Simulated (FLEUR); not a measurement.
# ZnO (zincite) under changes of volume

One of the cells (11.900 Å³/atom); the others are scaled copies at fixed shape and fractional positions:

```
Zn O
1.0
     3.24931    0.00000    0.00000
    -1.62465    2.81398    0.00000
     0.00000    0.00000    5.20571
Zn O
2 2
Direct
  0.66667 0.33333 0.00000
  0.33333 0.66667 0.50000
  0.33333 0.66667 0.87901
  0.66667 0.33333 0.37901
```

| Quantity | Value |
| --- | --- |
| Program | FLEUR MaX-R8.1 (later development tree) |
| Functional | SCAN |
| Potentials or basis | all-electron |
| Basis | FLAPW |
| Kmax | 5.16 1/bohr |
| k mesh | 9 × 9 × 5 |
| Occupations | fermi-dirac, width 0.05 eV |
| Spin | no spin polarisation |

```tsv
volume (Å³/atom)	energy over the lowest point (meV/atom)	gap on the mesh (eV)
11.186	?	?
11.424	2.82	1.26
11.900	0.00	1.20
12.376	13.61	1.14
12.614	25.76	1.11
```

Question: What does the run at 11.186 Å³/atom give?

Answer: Energy over the lowest point 12.15 meV/atom; gap on the mesh 1.29 eV.

Worked out: A Birch-Murnaghan fit of order 2 (a polynomial in V^(-2/3)) to the other rows has its minimum at 11.73 Å³/atom with B0 = V·E''(V) = 147 GPa at fixed shape and positions, which overstates the stiffness. It gives 11.59 meV/atom at 11.186 Å³/atom, against the run's 12.15. A straight line through the other rows of the gap, of slope -1.51 eV per unit of ln V (its deformation potential), extrapolates to 1.29 eV, against the run's 1.29.

Energies are extrapolated to zero smearing.

Caveats: the meta-GGA is that of a development version, with a GGA for the radial functions and cores and without core tails.
